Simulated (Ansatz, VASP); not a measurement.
## Two plane-wave programs on Ti4H

```
Ti H
1.0
     3.25534    0.00000    0.00000
     0.00000    3.25534    0.00000
     0.00000    0.00000   20.17937
Ti H
4 1
Direct
  0.50000 0.50000 0.19822
  0.00000 0.00000 0.27888
  0.50000 0.50000 0.35519
  0.00000 0.00000 0.43011
  0.50000 0.50000 0.45247
```

Alike in both runs: functional PBE; k mesh 8 × 8 × 1; occupations gaussian, width 0.1 eV; no spin polarisation.

Ansatz relaxed the structure, and its values are those at the end. VASP's run is a single point on that final structure, the one shown.

```csv
,VASP,Ansatz
version,VASP 6.6.1,Ansatz 0.2.0
potentials or method,"VASP PAW PBE potentials, release 64 (Ti_sv, H)","scalar-relativistic, plane waves, PAW"
plane-wave cutoff (eV),520,420
valence electrons in the cell,49,49
```

|  | VASP | Ansatz | Ansatz less VASP |
| --- | --- | --- | --- |
| gap on the k mesh at the Fermi level (eV) | none | none | - |
| rms of the force components (eV/Å) | 0.220 | 0.220 | +0.0002 |

A gap of «none» marks a metal or a gap that the smearing closes. Ansatz warned: «vacuum_below_fermi».
